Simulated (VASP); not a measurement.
Cu:

```
Cu
1.0
    -1.43419    1.43419    1.43419
     1.43419   -1.43419    1.43419
     1.43419    1.43419   -1.43419
Cu
1
Cartesian
  0.0000 0.0000 0.0000
```

This isn't the form of Cu at room conditions, which is fcc.

```yaml
Program: VASP 6.6.1
Task: relaxation of cell and atoms
Functional: RPBE
Potentials_or_basis: VASP PAW PBE potentials, release 64 (Cu)
Cutoff: 600 eV
k_mesh: 20 × 20 × 20
Occupations: gaussian, width 0.1 eV
Spin: no spin polarisation
```

At the start: pressure 8.1 GPa; volume 11.80 Å³/atom.

Task: Where does the relaxation end?

Result: Over 3 steps the energy falls by 16.9 meV/atom and the volume is 12.51 Å³/atom (+6.0 %); space group Im-3m (No. 229, to 0.05 Å).

Step by step:
| step | energy change (eV) | largest force (eV/Å) | pressure (GPa) | volume (Å³) |
| --- | --- | --- | --- | --- |
| 1 | 0.0000 | 0.0000 | 8.08 | 11.80 |
| 2 | -0.0137 | 0.0000 | -2.92 | 12.85 |
| 3 | -0.0169 | 0.0000 | 0.02 | 12.51 |

Final structure:
```yaml
crystal:
  lattice:
    - [-1.46238, 1.46238, 1.46238]
    - [1.46238, -1.46238, 1.46238]
    - [1.46238, 1.46238, -1.46238]
  atoms:
    - { symbol: Cu, position: [0.00000, 0.00000, 0.00000] }
```

Caveat: the PAW data sets were made with another functional, which shifts forces and pressure a little.
